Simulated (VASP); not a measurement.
# CdTe (F-43m) in VASP: notebook, part 2 of 2

VASP 6.6.1. The steps go on from the part before.

### Step 3. Electric field gradients, PBE

The input, INCAR:

```
SYSTEM = CdTe
PREC = Accurate
ENCUT = 520
EDIFF = 1E-8
ISMEAR = 0
SIGMA = 0.02
LREAL = .False.
LASPH = .True.
NELM = 100
ALGO = Normal
ISIF = 2
LWAVE = .False.
LCHARG = .False.
GGA = PE
LEFG = .True.
```

The input, KPOINTS:

```
Automatic mesh
0
Gamma
  7 7 7
  0 0 0
```

The input, POSCAR:

```
CdTe
1.0
    0.0000000000      3.2050000000      3.2050000000
    3.2050000000      0.0000000000      3.2050000000
    3.2050000000      3.2050000000      0.0000000000
Te Cd
1 1
Direct
    0.7500000000      0.7500000000      0.7500000000
    0.0000000000      0.0000000000      0.0000000000
```

Potentials or basis: VASP PAW PBE potentials, release 64 (Te, Cd).

The run is started by

```sh
$ cat potpaw_PBE.64/Te/POTCAR potpaw_PBE.64/Cd/POTCAR > POTCAR
$ mpirun -np 1 vasp_std > vasp.out
```

OUTCAR:

```text
SYSTEM = CdTe
   PREC = Accurate
   ENCUT = 520
   EDIFF = 1E-8
   ISMEAR = 0
   LREAL = .False.
   LASPH = .True.
   NELM = 100
   ISIF = 2
   GGA = PE

 ion  position               nearest neighbor table
   1  0.750  0.750  0.750-   2 2.78   2 2.78   2 2.78   2 2.78
   2  0.000  0.000  0.000-   1 2.78   1 2.78   1 2.78   1 2.78

  LATTYP: Found a face centered cubic cell.
 ALAT       =     6.4100000000

  Lattice vectors:

 A1 = (   0.0000000000,   3.2050000000,   3.2050000000)
 A2 = (   3.2050000000,   0.0000000000,   3.2050000000)
 A3 = (   3.2050000000,   3.2050000000,   0.0000000000)

Analysis of symmetry for initial positions (statically):
=====================================================================
 Subroutine PRICEL returns:
 Original cell was already a primitive cell.

 Routine SETGRP: Setting up the symmetry group for a
 face centered cubic supercell.

 Subroutine GETGRP returns: Found 24 space group operations
[... 502 lines left out ...]
  volume of cell :       65.84
      direct lattice vectors                 reciprocal lattice vectors
     0.000000000  3.205000000  3.205000000    -0.156006240  0.156006240  0.156006240
     3.205000000  0.000000000  3.205000000     0.156006240 -0.156006240  0.156006240
     3.205000000  3.205000000  0.000000000     0.156006240  0.156006240 -0.156006240

 POSITION                                       TOTAL-FORCE (eV/Angst)
 -----------------------------------------------------------------------------------
      4.80750      4.80750      4.80750        -0.000000      0.000000      0.000000
      0.00000      0.00000      0.00000         0.000000     -0.000000     -0.000000
 -----------------------------------------------------------------------------------
    total drift:                                0.000000      0.000000      0.000000

  FREE ENERGIE OF THE ION-ELECTRON SYSTEM (eV)
  ---------------------------------------------------
  free  energy   TOTEN  =        -4.7252518140 eV

  energy  without entropy=       -4.7252518140  energy(sigma->0) =       -4.72525181

 Electric field gradients (V/A^2)
---------------------------------------------------------------------
 ion       V_xx      V_yy      V_zz      V_xy      V_xz      V_yz
---------------------------------------------------------------------
   1       0.000     0.000     0.000    -0.000    -0.000    -0.000
   2      -0.000     0.000    -0.000     0.001     0.001     0.001
---------------------------------------------------------------------

 Electric field gradients after diagonalization (V/A^2)
 (convention: |V_zz| > |V_xx| > |V_yy|)
----------------------------------------------------------------------
 ion       V_xx      V_yy      V_zz     asymmetry (V_yy - V_xx)/ V_zz
----------------------------------------------------------------------
   1       0.000     0.000    -0.000       0.000
   2      -0.001    -0.001     0.001       0.000
----------------------------------------------------------------------

           NMR quadrupolar parameters

 Cq : quadrupolar parameter    Cq=e*Q*V_zz/h
 eta: asymmetry parameters     (V_yy - V_xx)/ V_zz
 Q  : nuclear electric quadrupole moment in mb (millibarn)
----------------------------------------------------------------------
 ion       Cq(MHz)       eta       Q (mb)
----------------------------------------------------------------------
   1      -0.000       0.000       1.000
   2       0.000       0.000       1.000
----------------------------------------------------------------------
```

It took 21 s on 1 thread of Intel Xeon Platinum 8488C (Sapphire Rapids), shared host; peak memory 0.21 GiB.

Results:

```
Free energy            : -4.7253 eV
Pressure               : 4.4 GPa
Band gap on the k mesh : 0.87 eV, direct
```

Electric field gradients, principal values (V/Å²):
| atom | Vxx | Vyy | Vzz |
| --- | --- | --- | --- |
| 1 Te | 0.000 | 0.000 | 0.000 |
| 2 Cd | -0.001 | -0.001 | 0.001 |

Caveat: spin-orbit coupling is left out, which moves the levels of the heavy elements.

### Step 4. Core levels, PBE

The input, INCAR:

```
  PREC = Accurate
  ENCUT = 520
  EDIFF = 1E-6
  ISMEAR = 0
  SIGMA = 0.02
  LREAL = False
  LASPH = True
  NELM = 100
  ALGO = Normal
  ISIF = 2
  LWAVE = False
  LCHARG = False
  GGA = PE
  ICORELEVEL = 1
```

The input, KPOINTS:

```
Automatic mesh
0
Gamma
  7 7 7
```

POSCAR is that of step 3.

Potentials or basis: VASP PAW PBE potentials, release 64 (Te, Cd).

The run is started by

```sh
$ cat potpaw_PBE.64/Te/POTCAR potpaw_PBE.64/Cd/POTCAR > POTCAR
$ mpirun -np 1 vasp_std > vasp.out
```

OUTCAR:

```text
PREC = Accurate
   ENCUT = 520
   EDIFF = 1E-6
   ISMEAR = 0
   LREAL = False
   LASPH = True
   NELM = 100
   ISIF = 2
   GGA = PE

 ion  position               nearest neighbor table
   1  0.750  0.750  0.750-   2 2.78   2 2.78   2 2.78   2 2.78
   2  0.000  0.000  0.000-   1 2.78   1 2.78   1 2.78   1 2.78

  LATTYP: Found a face centered cubic cell.
 ALAT       =     6.4100000000

  Lattice vectors:

 A1 = (   0.0000000000,   3.2050000000,   3.2050000000)
[... 506 lines left out ...]

------------------------ aborting loop because EDIFF is reached ----------------------------------------

  FORCE on cell =-STRESS in cart. coord.  units (eV):
  Direction    XX          YY          ZZ          XY          YZ          ZX
  --------------------------------------------------------------------------------------
  -------------------------------------------------------------------------------------
  Total        1.8063772      1.8063772      1.8063772      0.0000000     -0.0000000     -0.0000000
  in kB       43.9546615     43.9546615     43.9546615      0.0000000     -0.0000000     -0.0000000
  external PRESSURE =      43.9546615 kB  Pullay stress =       0.0000000 kB

 VOLUME and BASIS-vectors are now :
 -----------------------------------------------------------------------------
  energy-cutoff  :      520.00
  volume of cell :       65.84
      direct lattice vectors                 reciprocal lattice vectors
     0.000000000  3.205000000  3.205000000    -0.156006240  0.156006240  0.156006240
     3.205000000  0.000000000  3.205000000     0.156006240 -0.156006240  0.156006240
     3.205000000  3.205000000  0.000000000     0.156006240  0.156006240 -0.156006240

 POSITION                                       TOTAL-FORCE (eV/Angst)
 -----------------------------------------------------------------------------------
      4.80750      4.80750      4.80750         0.000000      0.000000     -0.000000
      0.00000      0.00000      0.00000        -0.000000     -0.000000      0.000000
 -----------------------------------------------------------------------------------
    total drift:                                0.000000      0.000000      0.000000

  FREE ENERGIE OF THE ION-ELECTRON SYSTEM (eV)
  ---------------------------------------------------
  free  energy   TOTEN  =        -4.7252516512 eV

  energy  without entropy=       -4.7252516512  energy(sigma->0) =       -4.72525165
```

Wall time 20 s (1 thread of Intel Xeon Platinum 8488C (Sapphire Rapids), shared host); peak memory 0.21 GiB.

Results:

```yaml
Free_energy: -4.7253 eV
Pressure: 4.4 GPa
Band_gap_on_the_k_mesh: 0.87 eV, direct
```

Core levels (eV, on the scale of the bands):
```csv
atom,levels
1 Te,"1s -31612.6, 2s -4840.2, 2p -4343.6, 3s -956.5, 3p -795.1, 3d -551.4, 4s -156.0, 4p -106.0, 4d -33.4"
2 Cd,"1s -26513.3, 2s -3930.5, 2p -3525.8, 3s -727.4, 3p -594.7, 3d -387.1, 4s -99.6, 4p -60.6"
```

Caveat: spin-orbit coupling is left out, which moves the levels of the heavy elements.

### Step 5. The runs side by side

| task | k mesh for the DOS | occupations for the DOS | further INCAR settings | gap on the mesh (eV) | pressure (GPa) |
| --- | --- | --- | --- | --- | --- |
| density of states | 11 × 11 × 11 | tetrahedron | ALGO = Fast; EDIFF = 1e-07 | - | - |
| electric field gradients | - | - | ALGO = Normal; EDIFF = 1e-08 | 0.87 | 4.4 |
| core levels | - | - | ALGO = Normal; EDIFF = 1e-06 | 0.87 | 4.4 |

Alike in all rows: level PBE; potentials or basis VASP PAW PBE potentials, release 64 (Te, Cd); no spin polarisation; cell as given; k mesh 7 × 7 × 7; cutoff (eV) 520; smearing gaussian 0.02 eV.

Caveats: spin-orbit coupling is left out, which moves the levels of the heavy elements (some runs).

Absolute energies hang on the potentials; compare differences alone.

### Step 6. Comparison with measurements

Step 3. A measured gap of CdTe is 1.607 eV (0 K; a printed reference work, data compilation); the calculated 0.87 eV misses it by -0.73 eV. Spin-orbit coupling on Cd, Te is left out. The value is that of PBE, without temperature or zero-point motion. Semilocal functionals fall short of measured gaps as a rule.

Step 4. Against the measured gap of CdTe, 1.607 eV (0 K; a printed reference work, data compilation), the calculated 0.87 eV is off by -0.73 eV. Spin-orbit coupling on Cd, Te is left out. The value is that of PBE, without temperature or zero-point motion. Semilocal functionals fall short of measured gaps as a rule.
